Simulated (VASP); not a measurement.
HgTe in VASP 6.6.1, relaxation

INCAR

```
IBRION = 2
ISMEAR = -1
EDIFF = 1E-7
PSTRESS = 500
NELM = 97
NBANDS = 16
GGA = CA
ENCUT = 600
SIGMA = 0.02
NELECT = 17.5
LWAVE = .FALSE.
LCHARG = .FALSE.
LASPH = .TRUE.
NSW = 40
LREAL = .FALSE.
EDIFFG = -5E-3
PREC = Accurate
ISIF = 3
```

KPOINTS

```
KPOINTS created by Atomic Simulation Environment
0
Gamma
6 6 6
0 0 0
```

POSCAR

```
Hg Te
 1.0000000000000000
     0.0000000000000000    3.0695573675518215    3.0695573675518215
     3.0695573675518215    0.0000000000000000    3.0695573675518215
     3.0695573675518215    3.0695573675518215   -0.0000000000000000
 Hg  Te
   1   1
Cartesian
 -0.0000000000000000 -0.0000000000000000  0.0000000000000000
  3.0695573675518215  3.0695573675518215  3.0695573675518215
```

The recommended LDA PAW datasets give the neutral cell 18 valence electrons.

Command

```
mpirun -np 1 vasp_std
```

OSZICAR

```
N       E                     dE             d eps       ncg     rms          rms(c)
DAV:   1     0.105043527070E+03    0.10504E+03   -0.79824E+03   520   0.102E+03
DAV:   2    -0.326192232840E+01   -0.10831E+03   -0.98317E+02   576   0.235E+02
DAV:   3    -0.690859986251E+01   -0.36467E+01   -0.36296E+01   640   0.437E+01
DAV:   4    -0.693639881448E+01   -0.27799E-01   -0.27797E-01   656   0.365E+00
DAV:   5    -0.693691617682E+01   -0.51736E-03   -0.51736E-03   656   0.452E-01    0.614E+00
DAV:   6    -0.673195748536E+01    0.20496E+00   -0.56834E-01   584   0.906E+00    0.495E+00
DAV:   7    -0.672652921331E+01    0.54283E-02   -0.42023E-02   576   0.172E+00    0.228E+00
DAV:   8    -0.672365404813E+01    0.28752E-02   -0.40612E-03   608   0.470E-01    0.346E-01
DAV:   9    -0.672356667143E+01    0.87377E-04   -0.16151E-04   648   0.113E-01    0.121E-01
DAV:  10    -0.672357794993E+01   -0.11278E-04   -0.26829E-05   608   0.519E-02    0.484E-02
DAV:  11    -0.672358116410E+01   -0.32142E-05   -0.55581E-06   640   0.215E-02    0.754E-03
DAV:  12    -0.672358117964E+01   -0.15533E-07   -0.59338E-07   600   0.639E-03
   1 F= 0.11328060E+02 E0= 0.11330861E+02  d E =0.113281E+02
```

Standard output (part)

```
POSCAR found type information on POSCAR HgTe
 POSCAR found :  2 types and       2 ions
 LDA part: xc-table for (Slater(with rela. corr.)+CA(PZ))
 , standard interpolation
 POSCAR, INCAR and KPOINTS ok, starting setup
 WAVECAR not read
 entering main loop
 the old and the new charge density differ
    0.614E+00
 curvature:   0.00 expect dE= 0.000E+00 dE for cont linesearch  0.000E+00
 search vector abs. value=  0.460E+02
 bond charge predicted
|     EEEEEEE  RRRRRR   RRRRRR   OOOOOOO  RRRRRR      ###     ###     ###     |
|     E        R     R  R     R  O     O  R     R     ###     ###     ###     |
|     E        R     R  R     R  O     O  R     R     ###     ###     ###     |
|     EEEEE    RRRRRR   RRRRRR   O     O  RRRRRR       #       #       #      |
|     E        R    R   R    R   O     O  R    R      ###     ###     ###     |
|     EEEEEEE  R     R  R     R  OOOOOOO  R     R     ###     ###     ###     |
|     Orbital orthonormalization failed in the inversion of matrix            |
|     LAPACK: Routine ZPOTRF failed! kpoint: 1 spin: 1                        |
|     Possible solutions for this issue are:                                  |
|     - Please check whether the atoms are too close to each other.           |
|     - Decreasing POTIM might help during relaxations or MDs.                |
|     - Deleting CHGCAR or WAVECAR if incompatible with the structure.        |
|     - Try calculating without symmetrizing (ISYM = 0 or ISYM = -1).         |
...
```

VASP stopped with an error.

The cell is charged and sits in a uniform background.

The run took about 15 s on one core of a shared host (Intel Xeon Platinum 8488C) and held 0.17 GiB at most.
